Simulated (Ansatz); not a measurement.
# Arsenic, omega (AlB2-type) under PBEsol: structure, energy and stiffness

Aim: take arsenic in the omega (AlB2-type) structure, relax it, solve it on a dense k-mesh, then scale the cell to 7 volumes from 88 to 112 % of the relaxed one and try a fit of the equation of state. Spin polarisation is left out. The k-meshes are 8×8×11 for the relaxation; 10×10×15 for the dense run; 9×9×13 for the volumes.

Computed with Ansatz 0.2.0 (DFT PBEsol, plane waves (420 eV) with PAW, scalar-relativistic; PBE-made PAW files, unless a step says otherwise).

**1. Starting point**

Symmetry: P6/mmm, No. 191, hexagonal system. Conventional cell: a = 4.694 Å, b = 4.694 Å, c = 2.877 Å, α = 90.00°, β = 90.00°, γ = 120.00°. As (site symmetry 6/mmm) is surrounded by 14 As at 2.88 to 3.07 Å. As (site symmetry -6m2) has 11 As at 2.71 to 3.07 Å as nearest neighbours.

Coordinates:

```cif
data_structure
_symmetry_space_group_name_H-M 'P 1'
_symmetry_Int_Tables_number 1
_cell_length_a 4.6939
_cell_length_b 4.6939
_cell_length_c 2.8774
_cell_angle_alpha 90.000
_cell_angle_beta 90.000
_cell_angle_gamma 120.000
_cell_volume 54.90
loop_
_atom_site_label
_atom_site_type_symbol
_atom_site_fract_x
_atom_site_fract_y
_atom_site_fract_z
_atom_site_occupancy
As1 As 0.00000 0.00000 0.00000 1
As2 As 0.33333 0.66667 0.50000 1
As3 As 0.66667 0.33333 0.50000 1
```

**2. Relaxing cell and atoms**

Contents of input.yaml:

```yaml
crystal:
  lattice:
    - [4.6939060714, 0.0, 0.0]
    - [-2.3469530357, 4.0650419008, 0.0]
    - [0.0, 0.0, 2.8773644218]
  atoms:
    - { symbol: As, position: [0.0, 0.0, 0.0] }
    - { symbol: As, position: [0.3333333333, 0.6666666667, 0.5] }
    - { symbol: As, position: [0.6666666667, 0.3333333333, 0.5] }
hamiltonian:
  xc: pbesol
  pseudopotentials:
    kind: paw
    azcp:
      As: "pseudopotentials/As.paw.azcp"
basis:
  ecutwfc: 420
  fft_grid_basis: typed
kpoints:
  mp_grid: { grid: [8, 8, 11], shift: [0, 0, 0] }
magnetization:
  spin_polarized: false
scf:
  occupations: { method: fermi_dirac, width: 0.1 }
relax:
  max_steps: 60
  f_tol: 0.01
  cell: {}
output:
  write_density: true
  write_potential: true
  elf: true
  volumetric_format: npy
```

Standard output, shortened:

```text
Warning: <dir> the record states the generating functional pbe (its physics header spells it `PBE`), which answers neither for hamiltonian.xc's functional nor for the pbesol family's — results may be inconsistent (PPs are generated against a specific XC)
Warning: RAYON_NUM_THREADS=2 ignored (pool sized by the plan → 2); use --threads N
[...]
Pseudopotentials: kind: paw
Pseudopotential: As, paw, valence charge 15, recommended cutoff 420 eV (normal), <dir>
Functional definition: PBEsol
[...]
Crystal: 3 atoms, lattice volume = 54.903 Å³
Basis set: ecut = 420 eV, 1095 PW (Γ), exchange–correlation on 64×64×40 points (8 copies of the dense FFT grid, shifted against one another)
Bands: 27, of which v1, the nominal top of the filled ones, is band 23 counted from 1 (22 counted from 0)
Symmetry: 24 space group operations
Space group: P6/mmm (ITA 191), of the structure as read, at distance tolerance 3.8e-5 Å
k-points: 60 of 704
[...]
SCF iter   1: F=—  HF=-14437.902816 eV  |F-HF|=—  |Δ(HF+E_count)|=         —  Δρ=2.48e-3  dr2=3.83e-3  ethr=1.77e-3  ⟨swp⟩=5.2  Hψ=6187  notcnv=0
[...]
relax step   1: F+E_penalty+E_count = -14437.90174033 eV  Δ(F+E_penalty+E_count) = +0.000e0 eV  max|allowed force component| = 2.313e-18 eV/Å  Δτ_max = 0.0000 Å  P = +0.568 GPa  Ω = 54.903 Å³  (6 SCF iters, dr2 threshold 1.00e-7 eV, accepted)
[...]
relax step   5: F+E_penalty+E_count = -14437.94793905 eV  Δ(F+E_penalty+E_count) = -3.253e-6 eV  max|allowed force component| = 3.392e-17 eV/Å  Δτ_max = 0.0000 Å  P = -0.004 GPa  Ω = 54.988 Å³  energy of the carried Pulay correction = -1.186e-5 eV  (3 SCF iters, dr2 threshold 1.68e-8 eV, accepted)
[...]
relax step   6: F+E_penalty+E_count = -14437.94797650 eV  Δ(F+E_penalty+E_count) = -3.745e-5 eV  max|allowed force component| = 3.007e-17 eV/Å  Δτ_max = 0.0000 Å  P = -0.002 GPa  Ω = 54.988 Å³  stress off target by 3.59e-3 GPa  SCF on the basis re-selected at this cell (its energy is not [...]
SCF converged after 5 iterations
Free energy (F): -14437.947976 eV
[...]
E sigma→0 (E₀):  -14437.925297 eV
Entropy (-TS):   -0.045359 eV (-15.120 meV/atom)
Fermi energy:    12.912796 eV
[...]
--- Forces (eV/Å), atoms counted from 1 ---
  atom   1  As     0.00000000     0.00000000     0.00000000
  atom   2  As    -0.00000000     0.00000000     0.00000000
  atom   3  As     0.00000000    -0.00000000     0.00000000
[...]
--- Stress (GPa, compression-positive) ---
       -0.003592      -0.000000       0.000000
       -0.000000      -0.003592       0.000000
        0.000000       0.000000       0.002474
  P = ⅓ Tr σ = -0.0016 GPa (-0.016 kbar)
--- Band table (eV; the first three rows and the last of 60) ---
[... band rows left out ...]
[...]
--- Relaxed structure (5 steps of the walk, 5 accepted, 1 SCFs on fresh bases) ---
  F+E_penalty+E_count = -14437.94797650 eV   max|allowed force component| = 3.007e-17 eV/Å   (the final SCF, on the basis selected at the relaxed cell)
  cell:  # Å, volume = 54.9876 Å³
    - [4.777340899894161, 0.0, 0.0]
    - [-2.3886704499470803, 4.137298581846754, 0.0]
    - [0.0, 0.0, 2.782031550655552]
  atoms:
    - { symbol: As, position: [-1.984229920781465e-34, 8.982053015273701e-35, 0.0] }
    - { symbol: As, position: [0.3333333333333333, 0.6666666666666666, 0.49999999999999994] }
    - { symbol: As, position: [0.6666666666666666, 0.3333333333333333, 0.49999999999999994] }
```

It took 22 s on 2 threads of an Arm CPU, shared host; peak memory 0.37 GiB.

Relaxation path:

```csv
step,energy change (meV/atom),largest force (eV/Å),pressure (GPa),volume (Å³/atom)
1,0.00,0.0000,0.57,18.301
2,-14.69,0.0000,-0.10,18.349
3,-15.37,0.0000,-0.16,18.360
4,-15.40,0.0000,0.08,18.313
5,-15.40,0.0000,0.00,18.329
6,-15.41,0.0000,0.00,18.329
```

Steps that repeat a cell are solved on a basis chosen anew, so their changes of energy are no gain of the relaxation.

Changes in the cell that was computed:

|  | before | after | change |
| --- | --- | --- | --- |
| a (Å) | 4.694 | 4.777 | +1.8 % |
| b (Å) | 4.694 | 4.777 | +1.8 % |
| c (Å) | 2.877 | 2.782 | -3.3 % |
| volume (Å³/atom) | 18.301 | 18.329 | +0.2 % |
| shortest distance (Å) | 2.710 | 2.758 | +1.8 % |
| space group (spins left aside) | P6/mmm | P6/mmm | same |

**3. Dense single point**

Contents of input.yaml:

```yaml
crystal:
  lattice:
    - [4.7773408999, 0.0, 0.0]
    - [-2.3886704499, 4.1372985818, 0.0]
    - [0.0, 0.0, 2.7820315507]
  atoms:
    - { symbol: As, position: [1.0, 0.0, 0.0] }
    - { symbol: As, position: [0.3333333333, 0.6666666667, 0.5] }
    - { symbol: As, position: [0.6666666667, 0.3333333333, 0.5] }
hamiltonian:
  xc: pbesol
  pseudopotentials:
    kind: paw
    azcp:
      As: "pseudopotentials/As.paw.azcp"
basis:
  ecutwfc: 420
  fft_grid_basis: typed
kpoints:
  mp_grid: { grid: [10, 10, 15], shift: [0, 0, 0] }
magnetization:
  spin_polarized: false
scf:
  occupations: { method: fermi_dirac, width: 0.1 }
```

Standard output, shortened:

```text
Warning: <dir> the record states the generating functional pbe (its physics header spells it `PBE`), which answers neither for hamiltonian.xc's functional nor for the pbesol family's — results may be inconsistent (PPs are generated against a specific XC)
Warning: RAYON_NUM_THREADS=2 ignored (pool sized by the plan → 2); use --threads N
[...]
Pseudopotentials: kind: paw
Pseudopotential: As, paw, valence charge 15, recommended cutoff 420 eV (normal), <dir>
Functional definition: PBEsol
[...]
Crystal: 3 atoms, lattice volume = 54.988 Å³
Basis set: ecut = 420 eV, 1047 PW (Γ)
Bands: 27, of which v1, the nominal top of the filled ones, is band 23 counted from 1 (22 counted from 0)
Symmetry: 24 space group operations
Space group: P6/mmm (ITA 191), of the structure as read, at distance tolerance 3.8e-5 Å
k-points: 112 of 1500
[...]
SCF iter   1: F=—  HF=-14437.936869 eV  |F-HF|=—  |Δ(HF+E_count)|=         —  Δρ=2.12e-3  dr2=2.52e-3  ethr=1.77e-3  ⟨swp⟩=5.3  Hψ=11424  notcnv=0
[...]
SCF iter   6: F=-14437.936047 eV  HF=-14437.936047 eV  |F-HF|=6.06e-9  |Δ(HF+E_count)|=   1.65e-7  Δρ=7.20e-6  dr2=2.20e-8  ethr=2.22e-10  ⟨swp⟩=3.0  Hψ=8154  notcnv=0
[...]
SCF converged after 6 iterations
Free energy (F): -14437.936047 eV
[...]
E sigma→0 (E₀):  -14437.910395 eV
Entropy (-TS):   -0.051305 eV (-17.102 meV/atom)
Fermi energy:    12.958753 eV
[...]
```

Run time: 5.3 s. Hardware: 2 threads of an Arm CPU, shared host; peak memory 0.38 GiB.

**4. At 88 % of the relaxed volume**

Contents of input.yaml:

```yaml
crystal:
  lattice:
    - [4.5780492103, 0.0, 0.0]
    - [-2.2890246052, 3.9647069159, 0.0]
    - [0.0, 0.0, 2.665976243]
  atoms:
    - { symbol: As, position: [1.0, 0.0, 0.0] }
    - { symbol: As, position: [0.3333333333, 0.6666666667, 0.5] }
    - { symbol: As, position: [0.6666666667, 0.3333333333, 0.5] }
hamiltonian:
  xc: pbesol
  pseudopotentials:
    kind: paw
    azcp:
      As: "pseudopotentials/As.paw.azcp"
basis:
  ecutwfc: 420
  fft_grid_basis: typed
kpoints:
  mp_grid: { grid: [9, 9, 13], shift: [0, 0, 0] }
magnetization:
  spin_polarized: false
scf:
  occupations: { method: fermi_dirac, width: 0.1 }
  lower_state_search: "off"
output:
  stress: true
  write_density: true
  write_potential: true
  elf: true
  volumetric_format: npy
```

Standard output:

```text
Warning: <dir> the record states the generating functional pbe (its physics header spells it `PBE`), which answers neither for hamiltonian.xc's functional nor for the pbesol family's — results may be inconsistent (PPs are generated against a specific XC)
Warning: RAYON_NUM_THREADS=2 ignored (pool sized by the plan → 2); use --threads N
Engine: ansatz 0.2.0, aarch64-unknown-linux-gnu
Pseudopotentials: kind: paw
Pseudopotential: As, paw, valence charge 15, recommended cutoff 420 eV (normal), <dir>
Functional definition: PBEsol
  exchange = pbesol_x
  correlation = pbesol_c
Crystal: 3 atoms, lattice volume = 48.389 Å³
Basis set: ecut = 420 eV, 939 PW (Γ)
Bands: 27, of which v1, the nominal top of the filled ones, is band 23 counted from 1 (22 counted from 0)
Symmetry: 24 space group operations
Space group: P6/mmm (ITA 191), of the structure as read, at distance tolerance 3.6e-5 Å
k-points: 84 of 1053
Non-local potential: As, projectors of the file, l = 0: 2, l = 1: 2, l = 2: 3, l = 3: 1
PAW form: soft (Blöchl's): semilocal exchange-correlation on the pseudo side does not see the compensation charge
PAW frozen core: As, regenerated for the run's functional, and the local potential with it (the file was generated under x = pbe(κ = 0.804, μ = 0.2195149727645171), c = pbe(β = 0.06672455060314922))
PAW one-centre angular grid: As, 590 points (default); XC on 64 Gauss nodes
Initial density: superposition of atomic densities (neutral atoms: chi_scale 0, normalization atom), corrected by the library's trained network
Initial wavefunctions: pseudopotential atomic-orbital guess
Functional: x = pbesol(κ = 0.804, μ = 0.12345679012345678), c = pbesol(β = 0.046)
SCF iter   1: F=—  HF=-14437.623898 eV  |F-HF|=—  |Δ(HF+E_count)|=         —  Δρ=2.61e-3  dr2=2.25e-3  ethr=1.77e-3  ⟨swp⟩=5.8  Hψ=19714  notcnv=0  defer=4
automatic band count: the SCF goes on with 31 bands, as 27 were too few: the levels above may hold too much charge
preconditioner: auto → none  [metal: Δε(μ)=0.037 eV  Ē_g=13.010 eV  σ=0.100 eV  W_gap=0.09  n_scr=8 (ndim 8)  ℏωp=20.7 eV  f_vac=0.000  D(μ)=1.45/eV (n_scr^D=6)  sad-step TF]
SCF iter   2: F=—  HF=-14437.623066 eV  |F-HF|=—  |Δ(HF+E_count)|=   8.32e-4  Δρ=1.68e-3  dr2=1.16e-3  ethr=5.00e-6  ⟨swp⟩=2.7  Hψ=4959  notcnv=0  defer=6
SCF iter   3: F=—  HF=-14437.623034 eV  |F-HF|=—  |Δ(HF+E_count)|=   3.19e-5  Δρ=3.07e-4  dr2=5.04e-5  ethr=2.59e-6  ⟨swp⟩=2.2  Hψ=2930  notcnv=0  defer=6
SCF iter   4: F=—  HF=-14437.623031 eV  |F-HF|=—  |Δ(HF+E_count)|=   2.90e-6  Δρ=3.45e-5  dr2=3.59e-7  ethr=1.12e-7  ⟨swp⟩=2.6  Hψ=3758  notcnv=0  defer=6
SCF iter   5: F=—  HF=-14437.623030 eV  |F-HF|=—  |Δ(HF+E_count)|=   6.45e-7  Δρ=1.29e-5  dr2=6.01e-8  ethr=7.97e-10  ⟨swp⟩=2.1  Hψ=4380  notcnv=0  defer=6
SCF iter   6: F=-14437.623030 eV  HF=-14437.623030 eV  |F-HF|=7.45e-9  |Δ(HF+E_count)|=   4.79e-8  Δρ=4.27e-6  dr2=4.98e-9  ethr=1.34e-10  ⟨swp⟩=10.8  Hψ=15929  notcnv=0
SCF 1 converged in 6 iterations: F = -14437.623030 eV  dr2 = 4.98e-9
SCF converged after 6 iterations
Free energy (F): -14437.623030 eV
Harris-Foulkes:  -14437.623030 eV  (|F-HF|=7.45e-9)
Internal energy: -14437.574911 eV  (E = F + TS)
E sigma→0 (E₀):  -14437.598971 eV
Entropy (-TS):   -0.048119 eV (-16.040 meV/atom)
Fermi energy:    15.471301 eV
--- Per-component energies (eV) ---
  E_band       = -494.754370
  E_kinetic    = 315.759696
  E_local      = -3915.093414  (includes V_loc(G=0)·N_el)
  E_nonlocal   = -2005.267400
  E_hartree    = 2328.157325
  E_xc         = -240.934722
  E_vxc        = -243.894480  (∫ρ·V_xc dr)
  E_paw        = -5376.460772  (= ΣΔE_a)
  E_vpaw       = 697.430197  (= ΣTr[D̂ρ^β])
  E_aug_tail   = 0.000025  (compensation charges beyond the density's cutoff)
  E_ewald      = -5546.634935
  E_core_change = 2.899286  (= ΣΔE_core)
  E_smearing   = -0.048119  (= −TS)
  E_closure    = -0.000000  (closes the sum)
  Σ components = -14437.623030   (vs F -14437.623030, Δ=0.00e0)
--- Stress (GPa, compression-positive) ---
       13.599429       0.000000       0.000000
        0.000000      13.599429      -0.000000
        0.000000      -0.000000      20.007215
  P = ⅓ Tr σ = 15.7354 GPa (157.354 kbar)
--- Band table (eV; the first three rows and the last of 84) ---
  k-point 0: bands = ["-20.9594", "-20.9167", "-20.9167", "-20.9122", "-20.8784", "-20.8784", "-20.8725", "-20.8725", "-20.8508", "-20.8508", "-20.7687", "-20.6993", "-20.6993", "-20.6883", "-20.6883", "-1.3260", "5.5270", "5.6798", "9.7529", "9.7529", "10.0524", "10.0524", "18.3544", "22.4226", "22.4226", "22.9277", "23.5772", "23.6179", "29.1192", "29.5578", "29.5578"]
  k-point 1: bands = ["-20.9533", "-20.9165", "-20.9165", "-20.9058", "-20.8784", "-20.8784", "-20.8750", "-20.8750", "-20.8526", "-20.8526", "-20.7624", "-20.6988", "-20.6988", "-20.6902", "-20.6902", "-1.2045", "5.6259", "5.7961", "9.8629", "9.8629", "10.1773", "10.1773", "16.8659", "22.3384", "22.3384", "22.5395", "22.5632", "24.6369", "28.5173", "28.5173", "29.6783"]
  k-point 2: bands = ["-20.9364", "-20.9158", "-20.9158", "-20.8882", "-20.8818", "-20.8818", "-20.8786", "-20.8786", "-20.8576", "-20.8576", "-20.7449", "-20.6975", "-20.6975", "-20.6955", "-20.6955", "-0.8407", "5.9100", "6.1441", "10.1873", "10.1873", "10.5504", "10.5504", "14.4370", "20.4243", "20.4446", "21.9379", "21.9379", "26.1074", "26.1074", "27.7166", "28.0365"]
  k-point 83: bands = ["-20.9412", "-20.9153", "-20.9038", "-20.9038", "-20.8969", "-20.8969", "-20.8780", "-20.8454", "-20.8204", "-20.8204", "-20.7229", "-20.7229", "-20.6947", "-20.6947", "-20.6588", "5.2492", "5.2492", "5.8513", "8.3278", "9.1274", "9.1274", "14.7579", "15.8727", "15.8727", "17.2216", "17.2216", "20.8712", "21.9251", "25.8758", "25.8758", "27.1308"]
```

It took 8.6 s on 2 threads of an Arm CPU, shared host; peak memory 0.37 GiB.

Density in a lattice plane of the grid's cell (edges 4.58 and 4.58 Å, at 0.500 of the third edge), which holds As.

Values in e/Å³, 12 rows by 12 columns:
```
 0.30  0.23  0.18  0.21  0.35  0.51  0.51  0.35  0.21  0.18  0.23  0.30
 0.21  0.18  0.23  0.46  1.27  2.18  1.20  0.45  0.23  0.18  0.21  0.23
 0.17  0.21  0.46  2.58 12.57 11.63  2.37  0.45  0.21  0.17  0.18  0.18
 0.21  0.35  1.27 12.57 29.91 12.43  1.42  0.36  0.22  0.21  0.23  0.21
 0.32  0.51  2.18 11.63 12.43  2.87  0.55  0.33  0.36  0.45  0.45  0.35
 0.38  0.51  1.20  2.37  1.42  0.55  0.40  0.55  1.42  2.37  1.20  0.51
 0.32  0.35  0.45  0.45  0.36  0.33  0.55  2.87 12.43 11.63  2.18  0.51
 0.21  0.21  0.23  0.21  0.22  0.36  1.42 12.43 29.91 12.57  1.27  0.35
 0.17  0.18  0.18  0.17  0.21  0.45  2.37 11.63 12.57  2.58  0.46  0.21
 0.21  0.23  0.21  0.18  0.23  0.45  1.20  2.18  1.27  0.46  0.23  0.18
 0.30  0.30  0.23  0.18  0.21  0.35  0.51  0.51  0.35  0.21  0.18  0.23
 0.36  0.30  0.21  0.17  0.21  0.32  0.38  0.32  0.21  0.17  0.21  0.30
```
Columns run along the first of these edges and rows up along the second, over one cell in 12 and 12 even steps from the bottom left corner. Atoms in the plane (fractional): As at (0.33, 0.67), As at (0.67, 0.33).

ELF in the same plane.

Ten even steps from ' ' (0.17) to '@' (0.64):
```
**++--::      ::==**%%%%%%##**==::      ::==++**
==--::    ..--++##%%@@@@@@%%##==::    ..::--==++
::..    ..==**%%@@@@@@@@@@@@##++::      ..::----
      ::==##%%%%##****##%%@@##++::        ......
    ::++##@@%%++::..::++%%@@##++::              
  ::++##@@%%==::--::::++%%@@##==::              
--++##@@@@**..--==::--##@@%%**==::::----------::
++##%%@@%%++::....--##@@@@%%**++++************++
##%%@@@@%%**====++%%@@@@%%%%####%%%%%%@@%%%%%%##
%%%%@@@@@@%%%%%%@@@@@@%%%%%%@@@@@@%%%%%%@@@@@@%%
####%%%%%%@@%%%%%%####%%%%@@@@%%++====**%%@@@@%%
++++************++++**%%@@@@##--....::++%%@@%%##
--::----------::::==**%%@@##--::==--..**@@@@##++
                ::==##@@%%++::::--::==%%@@##++::
                ::++##@@%%++::..::++%%@@##++::  
  ......        ::++##@@%%##****##%%%%##==::    
::----::..      ::++##@@@@@@@@@@@@%%**==..    ..
==++==--::..    ::==##%%@@@@@@%%##++--..    ::--
****++==::      ::==**##%%%%%%**==::      ::--++
****++--..      ::==**##%%##**==::      ..--++**
```
Columns run along the first of these edges and rows up along the second, over one cell in 24 and 20 even steps from the bottom left corner. Atoms in the plane (fractional): As at (0.33, 0.67), As at (0.67, 0.33).

Both are smooth fields of the valence electrons: close to the nuclei they are not physical.

Maxima of ELF outside the ion cores: 0.65 in the shell around As, 0.8 Å from As.

**5. At 92 % of the relaxed volume**

input.yaml, as its differences from that of step 4:

```diff
@@ -2,5 +2,5 @@
   lattice:
-    - [4.5780492103, 0.0, 0.0]
-    - [-2.2890246052, 3.9647069159, 0.0]
-    - [0.0, 0.0, 2.665976243]
+    - [4.6463883783, 0.0, 0.0]
+    - [-2.3231941891, 4.0238903714, 0.0]
+    - [0.0, 0.0, 2.7057728004]
   atoms:
@@ -27,5 +27 @@
   stress: true
-  write_density: true
-  write_potential: true
-  elf: true
-  volumetric_format: npy
```

Standard output, shortened:

```text
Warning: <dir> the record states the generating functional pbe (its physics header spells it `PBE`), which answers neither for hamiltonian.xc's functional nor for the pbesol family's — results may be inconsistent (PPs are generated against a specific XC)
Warning: RAYON_NUM_THREADS=2 ignored (pool sized by the plan → 2); use --threads N
[...]
Pseudopotentials: kind: paw
Pseudopotential: As, paw, valence charge 15, recommended cutoff 420 eV (normal), <dir>
Functional definition: PBEsol
[...]
Crystal: 3 atoms, lattice volume = 50.589 Å³
Basis set: ecut = 420 eV, 999 PW (Γ)
Bands: 27, of which v1, the nominal top of the filled ones, is band 23 counted from 1 (22 counted from 0)
Symmetry: 24 space group operations
Space group: P6/mmm (ITA 191), of the structure as read, at distance tolerance 3.7e-5 Å
k-points: 84 of 1053
[...]
SCF iter   1: F=—  HF=-14437.795473 eV  |F-HF|=—  |Δ(HF+E_count)|=         —  Δρ=2.40e-3  dr2=2.36e-3  ethr=1.77e-3  ⟨swp⟩=5.2  Hψ=8841  notcnv=0
[...]
SCF iter   6: F=-14437.794513 eV  HF=-14437.794513 eV  |F-HF|=1.59e-8  |Δ(HF+E_count)|=   6.59e-9  Δρ=4.51e-6  dr2=5.01e-9  ethr=1.22e-10  ⟨swp⟩=4.0  Hψ=8055  notcnv=0
[...]
SCF converged after 6 iterations
Free energy (F): -14437.794513 eV
[...]
E sigma→0 (E₀):  -14437.769801 eV
Entropy (-TS):   -0.049425 eV (-16.475 meV/atom)
Fermi energy:    14.573621 eV
[...]
--- Stress (GPa, compression-positive) ---
        7.710933       0.000000       0.000000
       -0.000000       7.710933       0.000000
        0.000000       0.000000      12.986022
  P = ⅓ Tr σ = 9.4693 GPa (94.693 kbar)
```

It took 7.3 s on 2 threads of an Arm CPU, shared host; peak memory 0.37 GiB.

**6. At 96 % of the relaxed volume**

input.yaml, as its differences from that of step 5:

```diff
@@ -2,5 +2,5 @@
   lattice:
-    - [4.6463883783, 0.0, 0.0]
-    - [-2.3231941891, 4.0238903714, 0.0]
-    - [0.0, 0.0, 2.7057728004]
+    - [4.7127743242, 0.0, 0.0]
+    - [-2.3563871621, 4.0813822871, 0.0]
+    - [0.0, 0.0, 2.7444319206]
   atoms:
@@ -27 +27,5 @@
   stress: true
+  write_density: true
+  write_potential: true
+  elf: true
+  volumetric_format: npy
```

Standard output, shortened:

```text
Warning: <dir> the record states the generating functional pbe (its physics header spells it `PBE`), which answers neither for hamiltonian.xc's functional nor for the pbesol family's — results may be inconsistent (PPs are generated against a specific XC)
Warning: RAYON_NUM_THREADS=2 ignored (pool sized by the plan → 2); use --threads N
[...]
Pseudopotentials: kind: paw
Pseudopotential: As, paw, valence charge 15, recommended cutoff 420 eV (normal), <dir>
Functional definition: PBEsol
[...]
Crystal: 3 atoms, lattice volume = 52.788 Å³
Basis set: ecut = 420 eV, 1023 PW (Γ)
Bands: 27, of which v1, the nominal top of the filled ones, is band 23 counted from 1 (22 counted from 0)
Symmetry: 24 space group operations
Space group: P6/mmm (ITA 191), of the structure as read, at distance tolerance 3.8e-5 Å
k-points: 84 of 1053
[...]
SCF iter   1: F=—  HF=-14437.889275 eV  |F-HF|=—  |Δ(HF+E_count)|=         —  Δρ=2.23e-3  dr2=2.42e-3  ethr=1.77e-3  ⟨swp⟩=5.2  Hψ=8688  notcnv=0
[...]
SCF iter   6: F=-14437.888494 eV  HF=-14437.888494 eV  |F-HF|=2.37e-8  |Δ(HF+E_count)|=   3.03e-9  Δρ=4.73e-6  dr2=6.13e-9  ethr=1.22e-10  ⟨swp⟩=8.1  Hψ=13674  notcnv=0
[...]
SCF converged after 6 iterations
Free energy (F): -14437.888494 eV
[...]
E sigma→0 (E₀):  -14437.862749 eV
Entropy (-TS):   -0.051490 eV (-17.163 meV/atom)
Fermi energy:    13.747340 eV
[...]
--- Stress (GPa, compression-positive) ---
        3.010177       0.000000      -0.000000
        0.000000       3.010177      -0.000000
       -0.000000      -0.000000       7.183068
  P = ⅓ Tr σ = 4.4011 GPa (44.011 kbar)
--- Band table (eV; the first three rows and the last of 84) ---
  k-point 0: bands = ["-22.5454", "-22.5181", "-22.5181", "-22.5098", "-22.4885", "-22.4885", "-22.4820", "-22.4820", "-22.4659", "-22.4659", "-22.4055", "-22.3534", "-22.3534", "-22.3458", "-22.3458", "-2.1156", "3.9067", "4.0806", "8.6066", "8.6066", "8.8987", "8.8987", "16.4457", [...]
[...]
```

Run time: 7.2 s. Hardware: 2 threads of an Arm CPU, shared host; peak memory 0.37 GiB.

[end of part 1 of 2]
